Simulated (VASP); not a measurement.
# CdTe (F-43m) in VASP: a series of runs

The runs below take CdTe through single point, with r2SCAN.

All numbers are computed with VASP 6.6.1; they aren't measurements. Logs are shortened: lines on timing, memory, paths and dates and some standing lists are left out, and cuts for length are marked.

**What was measured.**

A printed reference work, data compilation reports, for a bulk crystal of CdTe at 0 K: band gap 1.607 eV.

How close the calculation comes is told below.

## Step 1: The cell of the first run

It takes space group F-43m (No. 216, cubic). Conventional cell: a = 6.566 Å, b = 6.566 Å, c = 6.566 Å, α = 90.00°, β = 90.00°, γ = 90.00°. Cd (site symmetry -43m) has 4 Te at 2.84 Å within 3.7 Å. Within 3.7 Å of Te (site symmetry -43m) lie 4 Cd at 2.84 Å.

## Step 2: Single point, r2SCAN

POSCAR

```
CdTe
1.0
    0.0000000000      3.2832013823      3.2832013823
    3.2832013823      0.0000000000      3.2832013823
    3.2832013823      3.2832013823      0.0000000000
Cd Te
1 1
Direct
    0.0000000000      0.0000000000      0.0000000000
    0.2500000000      0.2500000000      0.2500000000
```

INCAR.step1

```
SYSTEM = CdTe
ALGO = Normal
EDIFF = 1E-4
ENCUT = 520
GGA = PE
ISMEAR = 0
LASPH = .True.
LCHARG = .False.
LREAL = .False.
LWAVE = .True.
NBANDS = 16
NELM = 60
PREC = Accurate
SIGMA = 0.01
```

INCAR.step2

```
SYSTEM = CdTe
ALGO = Normal
EDIFF = 1E-6
ENCUT = 520
ISIF = 2
ISMEAR = 0
ISTART = 1
LASPH = .True.
LCHARG = .False.
LMIXTAU = .True.
LREAL = .False.
LWAVE = .False.
METAGGA = R2SCAN
NBANDS = 16
NELM = 60
PREC = Accurate
SIGMA = 0.01
```

KPOINTS

```
k-points
0
Gamma
  5 5 5
  0 0 0
```

Potentials or basis: VASP PAW PBE potentials, release 64 (Cd, Te).

Command:

```bash
$ cat potpaw_PBE.64/Cd/POTCAR potpaw_PBE.64/Te/POTCAR > POTCAR
$ cp INCAR.step1 INCAR
$ mpirun -np 1 vasp_std > vasp.out
$ cp INCAR.step2 INCAR
$ mpirun -np 1 vasp_std > vasp.out
```

OUTCAR:

```text
SYSTEM = CdTe
   EDIFF = 1E-6
   ENCUT = 520
   ISIF = 2
   ISMEAR = 0
   ISTART = 1
   LASPH = .True.
   LREAL = .False.
   METAGGA = R2SCAN
   NELM = 60
   PREC = Accurate

 ion  position               nearest neighbor table
   1  0.000  0.000  0.000-   2 2.84   2 2.84   2 2.84   2 2.84
   2  0.250  0.250  0.250-   1 2.84   1 2.84   1 2.84   1 2.84

  LATTYP: Found a face centered cubic cell.
 ALAT       =     6.5664027646

  Lattice vectors:

 A1 = (   0.0000000000,   3.2832013823,   3.2832013823)
 A2 = (   3.2832013823,   0.0000000000,   3.2832013823)
 A3 = (   3.2832013823,   3.2832013823,   0.0000000000)

Analysis of symmetry for initial positions (statically):
=====================================================================
 Subroutine PRICEL returns:
 Original cell was already a primitive cell.

 Routine SETGRP: Setting up the symmetry group for a
 face centered cubic supercell.

 Subroutine GETGRP returns: Found 24 space group operations
 (whereof 24 operations were pure point group operations)
 out of a pool of 48 trial point group operations.

The static configuration has the point symmetry T_d .

Analysis of symmetry for dynamics (positions and initial velocities):
=====================================================================
 Subroutine PRICEL returns:
 Original cell was already a primitive cell.

 Routine SETGRP: Setting up the symmetry group for a
 face centered cubic supercell.

 Subroutine GETGRP returns: Found 24 space group operations
 (whereof 24 operations were pure point group operations)
 out of a pool of 48 trial point group operations.

The dynamic configuration has the point symmetry T_d .

 Subroutine INISYM returns: Found 24 space group operations
 (whereof 24 operations are pure point group operations),
 and found     1 'primitive' translations

----------------------------------------------------------------------------------------

                                     Primitive cell

  volume of cell :      70.7820

  direct lattice vectors                    reciprocal lattice vectors
     0.000000000  3.283201382  3.283201382    -0.152290384  0.152290384  0.152290384
     3.283201382  0.000000000  3.283201382     0.152290384 -0.152290384  0.152290384
     3.283201382  3.283201382  0.000000000     0.152290384  0.152290384 -0.152290384

  length of vectors
     4.643147923  4.643147923  4.643147923     0.263774683  0.263774683  0.263774683

  position of ions in fractional coordinates (direct lattice)
     0.000000000  0.000000000  0.000000000
     0.250000000  0.250000000  0.250000000

  ion indices of the primitive-cell ions
   primitive index   ion index
                 1           1
                 2           2

----------------------------------------------------------------------------------------

 KPOINTS: k-points

Automatic generation of k-mesh.
 Grid dimensions read from file:
 generate k-points for:    5    5    5

 Generating k-lattice:

  Cartesian coordinates                     Fractional coordinates (reciprocal lattice)
    -0.030458077  0.030458077  0.030458077     0.200000000  0.000000000  0.000000000
     0.030458077 -0.030458077  0.030458077     0.000000000  0.200000000  0.000000000
     0.030458077  0.030458077 -0.030458077     0.000000000  0.000000000  0.200000000

  Length of vectors
     0.052754937  0.052754937  0.052754937

  Shift w.r.t. Gamma in fractional coordinates (k-lattice)
     0.000000000  0.000000000  0.000000000

 Subroutine IBZKPT returns following result:
 ===========================================

 Found     10 irreducible k-points:

 Following reciprocal coordinates:
            Coordinates               Weight
  0.000000  0.000000  0.000000      1.000000
  0.200000  0.000000  0.000000      8.000000
  0.400000  0.000000  0.000000      8.000000
  0.200000  0.200000  0.000000      6.000000
  0.400000  0.200000  0.000000     24.000000
 -0.400000  0.200000  0.000000     24.000000
 -0.200000  0.200000  0.000000     12.000000
  0.400000  0.400000  0.000000      6.000000
 -0.400000  0.400000  0.000000     12.000000
 -0.400000  0.400000  0.200000     24.000000
   k-points           NKPTS =     10   k-points in BZ     NKDIM =     10   number of bands    NBANDS=     16
   number of dos      NEDOS =    301   number of ions     NIONS =      2
   total plane-waves  NPLWV =  46656
   dimension x,y,z NGX =    36 NGY =   36 NGZ =   36
   dimension x,y,z NGXF=    72 NGYF=   72 NGZF=   72
   ions per type =               1   1
   NGX,Y,Z   is equivalent  to a cutoff of  12.89, 12.89, 12.89 a.u.
   NGXF,Y,Z  is equivalent  to a cutoff of  25.78, 25.78, 25.78 a.u.
 SYSTEM =  CdTe
   PREC   = accura    normal or accurate (medium, high low for compatibility)
   ISTART =      1    job   : 0-new  1-cont  2-samecut
   ICHARG =      0    charge: 1-file 2-atom 10-const
   ISPIN  =      1    spin polarized calculation?
   LNONCOLLINEAR =      F non collinear calculations
   LSORBIT =      F    spin-orbit coupling
   LASPH  =      T    aspherical Exc in radial PAW
   ENCUT  =  520.0 eV  38.22 Ry    6.18 a.u.   8.63  8.63  8.63*2*pi/ulx,y,z
   NELM   =     60;   NELMIN=  2; NELMDL=  0     # of ELM steps
   EDIFF  = 0.1E-05   stopping-criterion for ELM
   LREAL  =      F    real-space projection
   EDIFFG = 0.1E-04   stopping-criterion for IOM
   NSW    =      0    number of steps for IOM
   IBRION =     -1    ionic relax: 0-MD 1-quasi-New 2-CG
   NFREE  =      0    steps in history (QN), initial steepest desc. (CG)
   ISIF   =      2    stress and relaxation
   ISYM   =      2    0-nonsym 1-usesym 2-fastsym
   POTIM  = 0.5000    time-step for ionic-motion
   TEBEG  =    0.0;   TEEND  =   0.0 temperature during run
   PSTRESS=    0.0 pullay stress
   NELECT =      18.0000    total number of electrons
   NUPDOWN=      -1.0000    fix difference up-down
   EMIN   =  10.00;   EMAX   =-10.00  energy-range for DOS
   EFERMI =   0.00;   METHOD = LEGACY
   ISMEAR =     0;   SIGMA  =   0.01  broadening in eV -4-tet -1-fermi 0-gaus
   EFERMI_NEDOS =   21; number of points for ismear=-14 and -15
   IALGO  =     38    algorithm
   IMIX   =      4    mixing-type and parameters
     AMIX     =   0.40;   BMIX     =  1.00
     AMIX_MAG =   1.60;   BMIX_MAG =  1.00
  volume/ion in A,a.u.               =      35.39       238.83
  Fermi-wavevector in a.u.,A,eV,Ry     =   1.037190  1.960004 14.636634  1.075762
  Thomas-Fermi vector in A             =   2.171616
   LORBIT       =      0    0 simple, 1 ext, 2 COOP (PROOUT), +10 PAW based schemes
   METAGGA = R2SCAN    functional components
   LHFCALC =     F    Hartree Fock is set to
   AEXX    =    0.0000 exact exchange contribution
   IVDW    =     0    specifies the selected vdW correction
   LEPSILON=     F    determine dielectric tensor
   LRPA    =     F    only Hartree local field effects (RPA)
 non-spin polarized calculation
 Gauss-broadening in eV      SIGMA  =   0.01
  energy-cutoff  :      520.00
  volume of cell :       70.78
 maximum number of plane-waves:      1924
   NGX = 17   NGY = 17   NGZ = 17

 number of electron      18.0000006 magnetization

 Free energy of the ion-electron system (eV)
  ---------------------------------------------------
  ext. energy  EPLUGINS =         0.00000000
  ---------------------------------------------------
  free energy    TOTEN  =       -46.63172503 eV

  energy without entropy =      -46.63172503  energy(sigma->0) =      -46.63172503

 E-fermi :   1.8363     XC(G=0):  -8.9197

 val. band max:        1.7564857212   @ k =   0.0000   0.0000   0.0000
 cond. band min:       2.8976885933   @ k =   0.0000   0.0000   0.0000
 fundamental gap:      1.1412028721
 Fermi energy:         1.8362992894

 k-point     1 :       0.0000    0.0000    0.0000
  band No.  band energies     occupation
      1      -9.5431      2.00000
      2      -6.6875      2.00000
      3      -6.6875      2.00000
      4      -6.6875      2.00000
      5      -6.4337      2.00000
      6      -6.4337      2.00000
[... 8 lines left out ...]
     15      11.5145      0.00000
     16      11.5145      0.00000

 k-point     2 :       0.2000    0.0000    0.0000
  band No.  band energies     occupation
      1      -9.4131      2.00000
      2      -6.6635      2.00000
      3      -6.6635      2.00000
      4      -6.5604      2.00000
      5      -6.4344      2.00000
      6      -6.4344      2.00000
[... 8 lines left out ...]
     15      10.5830      0.00000
     16      10.6272      0.00000

 k-point     3 :       0.4000    0.0000    0.0000
  band No.  band energies     occupation
      1      -9.2059      2.00000
      2      -6.6310      2.00000
      3      -6.6310      2.00000
      4      -6.4278      2.00000
      5      -6.4278      2.00000
      6      -6.1904      2.00000
[... 8 lines left out ...]
     15      11.7087      0.00000
     16      11.7087      0.00000

 k-point     4 :       0.2000    0.2000    0.0000
  band No.  band energies     occupation
      1      -9.3706      2.00000
      2      -6.6379      2.00000
      3      -6.6379      2.00000
      4      -6.5630      2.00000
      5      -6.4360      2.00000
      6      -6.4237      2.00000
[... 8 lines left out ...]
     15      11.8739      0.00000
     16      11.9325      0.00000

 k-point     5 :       0.4000    0.2000    0.0000
  band No.  band energies     occupation
      1      -9.1920      2.00000
      2      -6.6109      2.00000
      3      -6.5991      2.00000
      4      -6.4725      2.00000
      5      -6.4182      2.00000
      6      -6.2214      2.00000
[... 8 lines left out ...]
     15      12.3770      0.00000
     16      12.5244      0.00000

 k-point     6 :      -0.4000    0.2000    0.0000
  band No.  band energies     occupation
      1      -9.1265      2.00000
      2      -6.6047      2.00000
      3      -6.5981      2.00000
      4      -6.4428      2.00000
      5      -6.4296      2.00000
      6      -6.0202      2.00000
[... 8 lines left out ...]
     15      11.4196      0.00000
     16      12.4009      0.00000

 k-point     7 :      -0.2000    0.2000    0.0000
  band No.  band energies     occupation
      1      -9.2590      2.00000
      2      -6.6355      2.00000
      3      -6.6225      2.00000
      4      -6.4429      2.00000
      5      -6.4423      2.00000
      6      -6.3303      2.00000
[... 8 lines left out ...]
     15      11.8195      0.00000
     16      12.4495      0.00000

 k-point     8 :       0.4000    0.4000    0.0000
  band No.  band energies     occupation
      1      -9.1024      2.00000
      2      -6.5498      2.00000
      3      -6.5498      2.00000
      4      -6.5190      2.00000
      5      -6.4075      2.00000
      6      -6.0748      2.00000
[... 8 lines left out ...]
     15      12.7727      0.00000
     16      14.5871      0.00000

 k-point     9 :      -0.4000    0.4000    0.0000
  band No.  band energies     occupation
      1      -9.0641      2.00000
      2      -6.5674      2.00000
      3      -6.5487      2.00000
      4      -6.4868      2.00000
      5      -6.4154      2.00000
      6      -5.9143      2.00000
[... 8 lines left out ...]
     15      12.2274      0.00000
     16      14.2888      0.00000

 k-point    10 :      -0.4000    0.4000    0.2000
  band No.  band energies     occupation
      1      -9.0882      2.00000
      2      -6.5796      2.00000
      3      -6.5718      2.00000
      4      -6.4661      2.00000
      5      -6.4253      2.00000
      6      -5.9622      2.00000
[... 8 lines left out ...]
     15      12.3105      0.00000
     16      14.3033      0.00000

------------------------ aborting loop because EDIFF is reached ----------------------------------------

  FORCE on cell =-STRESS in cart. coord.  units (eV):
  Direction    XX          YY          ZZ          XY          YZ          ZX
  --------------------------------------------------------------------------------------
  -------------------------------------------------------------------------------------
  Total       -0.0043033     -0.0043033     -0.0043033      0.0000000      0.0000000      0.0000000
  in kB       -0.0974069     -0.0974069     -0.0974069      0.0000000      0.0000000      0.0000000
  external PRESSURE =      -0.0974069 kB  Pullay stress =       0.0000000 kB

 VOLUME and BASIS-vectors are now :
 -----------------------------------------------------------------------------
  energy-cutoff  :      520.00
  volume of cell :       70.78
      direct lattice vectors                 reciprocal lattice vectors
     0.000000000  3.283201382  3.283201382    -0.152290384  0.152290384  0.152290384
     3.283201382  0.000000000  3.283201382     0.152290384 -0.152290384  0.152290384
     3.283201382  3.283201382  0.000000000     0.152290384  0.152290384 -0.152290384

 POSITION                                       TOTAL-FORCE (eV/Angst)
 -----------------------------------------------------------------------------------
      0.00000      0.00000      0.00000        -0.000000      0.000000      0.000000
      1.64160      1.64160      1.64160         0.000000     -0.000000     -0.000000
 -----------------------------------------------------------------------------------
    total drift:                               -0.000001     -0.000001     -0.000001

  FREE ENERGIE OF THE ION-ELECTRON SYSTEM (eV)
  ---------------------------------------------------
  free  energy   TOTEN  =       -46.6317250298 eV

  energy  without entropy=      -46.6317250298  energy(sigma->0) =      -46.63172503
```

Wall time 27 s (1 thread of Intel Xeon 6975P-C (Granite Rapids), shared host); peak memory 0.22 GiB.

What came out:

```yaml
Free_energy: -46.6317 eV
Pressure: 0.0 GPa
Band_gap_on_the_k_mesh: 1.14 eV, direct
```

Levels at points of the mesh, in eV from the valence-band top:
```tsv
k point	band 6	band 7	band 8	band 9	band 10	band 11	band 12	band 13
(0.00, 0.00, 0.00)	-8.19	0.00	0.00	0.00	1.14	5.05	5.05	5.05
```

Caveat: the PAW data sets were made with another functional, which shifts forces and pressure a little; spin-orbit coupling is left out, which moves the levels of the heavy elements.

(Continued in part 2 of 2.)
